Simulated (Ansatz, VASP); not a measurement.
Si: VASP beside Ansatz

```
Si
1.0
     0.00000    2.70079    2.70079
     2.70079    0.00000    2.70079
     2.70079    2.70079    0.00000
Si
2
Direct
  0.50000 0.50000 0.50000
  0.75000 0.75000 0.75000
```

Alike in both runs: functional LDA; k mesh 12 × 12 × 12; no spin polarisation.

Ansatz relaxed the structure, and its values are those at the end. VASP's run is a single point on that final structure, the one shown.

|  | VASP | Ansatz |
| --- | --- | --- |
| version | VASP 6.6.1 | Ansatz 0.2.0 |
| potentials or method | VASP PAW LDA potentials, release 64 (Si) | scalar-relativistic, plane waves, PAW |
| plane-wave cutoff (eV) | 520 | 600 |
| occupations | gaussian, width 0.01 eV | fixed |
| valence electrons in the cell | 8 | 8 |

|  | VASP | Ansatz | Ansatz less VASP |
| --- | --- | --- | --- |
| gap on the k mesh at the Fermi level (eV) | 0.44 | 0.44 | +0.003 |
| least direct gap on the mesh (eV) | 2.53 | 2.53 | +0.001 |
| pressure (GPa) | 0.1 | 0.0 | -0.06 |

Ansatz warned: «pseudo_functional_mismatch».
